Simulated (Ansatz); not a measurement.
## GdN: computed DOS

```cif
data_structure
_symmetry_space_group_name_H-M 'F-43m'
_symmetry_Int_Tables_number 216
_cell_length_a 5.3369
_cell_length_b 5.3369
_cell_length_c 5.3369
_cell_angle_alpha 90.000
_cell_angle_beta 90.000
_cell_angle_gamma 90.000
_cell_volume 152.01
loop_
_atom_site_label
_atom_site_type_symbol
_atom_site_symmetry_multiplicity
_atom_site_Wyckoff_symbol
_atom_site_fract_x
_atom_site_fract_y
_atom_site_fract_z
_atom_site_occupancy
Gd1 Gd 4 a 0.00000 0.00000 0.00000 1
N1 N 4 d 0.25000 0.25000 0.75000 1
```

The runs use the primitive cell with vectors (0.000, 2.668, 2.668), (2.668, 0.000, 2.668), (2.668, 2.668, 0.000) Å, to which the k mesh refers.

The cell was built from the zincblende type and relaxed in the same program, and has space group F-43m; it needn't be a known or the stable phase.

Where the f shell is localised, expect the real compound to differ from this run without U.

Other magnetic orders may lie lower; this is the state that the run reached.

Spin–orbit coupling is left out, though it moves levels of the heavy atoms by tenths of an eV or more.

Level of theory: DFT, PBE, all-electron LAPW, scalar-relativistic in Ansatz 0.2.0.

Numerical set-up: a Γ-centred 12×12×12 k mesh, Fermi–Dirac smearing of 0.03 eV, basis error target 0.25 meV/atom, spin-polarised from start moments Gd1 7 μB, ending with a cell moment of 7.00 μB.

States per eV and cell, averaged over 0.4 eV, from -3.4 to 5.6 eV, with energies (bin centres) from the valence-band top; empty bins are left out. The partial columns, the largest 3 alone, are projections on Löwdin-orthogonalised atomic shells (those that the program's projection atoms carry: the occupied ones and, for some elements, an empty d or f shell; other empty shells have no column), summed over atoms of an element and both spins. Weights on diffuse s and p shells depend on that basis and aren't pure angular character.

| E (eV) | spin-up | spin-down | Gd 4f | Gd 5d | N 2p |
| --- | --- | --- | --- | --- | --- |
| -3.3 | 0.43 | 0.00 | 0.23 | 0.07 | 0.13 |
| -2.9 | 6.68 | 0.04 | 5.77 | 0.19 | 0.69 |
| -2.5 | 10.52 | 0.52 | 10.39 | 0.22 | 0.34 |
| -2.1 | 1.35 | 0.98 | 0.43 | 0.61 | 1.03 |
| -1.7 | 1.14 | 1.30 | 0.18 | 0.64 | 1.41 |
| -1.3 | 1.89 | 2.29 | 0.30 | 1.11 | 2.60 |
| -0.9 | 1.48 | 1.32 | 0.21 | 0.58 | 1.87 |
| -0.5 | 1.00 | 1.00 | 0.14 | 0.27 | 1.50 |
| -0.1 | 0.52 | 0.06 | 0.03 | 0.05 | 0.46 |
| 1.5 | 0.00 | 0.05 | 0.03 | 0.00 | 0.00 |
| 1.9 | 0.47 | 0.33 | 0.24 | 0.38 | 0.04 |
| 2.3 | 0.45 | 6.72 | 5.85 | 0.96 | 0.09 |
| 2.7 | 0.41 | 10.39 | 10.04 | 0.48 | 0.16 |
| 3.1 | 0.44 | 0.51 | 0.26 | 0.45 | 0.10 |
| 3.5 | 0.44 | 0.50 | 0.18 | 0.49 | 0.12 |
| 3.9 | 0.45 | 0.49 | 0.13 | 0.51 | 0.13 |
| 4.3 | 1.34 | 0.52 | 0.11 | 1.20 | 0.30 |
| 4.7 | 0.97 | 0.70 | 0.09 | 1.06 | 0.31 |
| 5.1 | 0.78 | 1.53 | 0.12 | 1.57 | 0.37 |
| 5.5 | 0.90 | 0.71 | 0.05 | 1.21 | 0.23 |

**Question.** Which of the resolved shells contributes most in the top eV of the valence band?

**Answer.** N 2p, with 71 % of all states there; Gd 5d follows with 17 %.

**Question.** Where is the centre of the filled Gd 4f states between -13 eV and the top of the filled states?

**Answer.** -2.57 eV from the valence-band top.
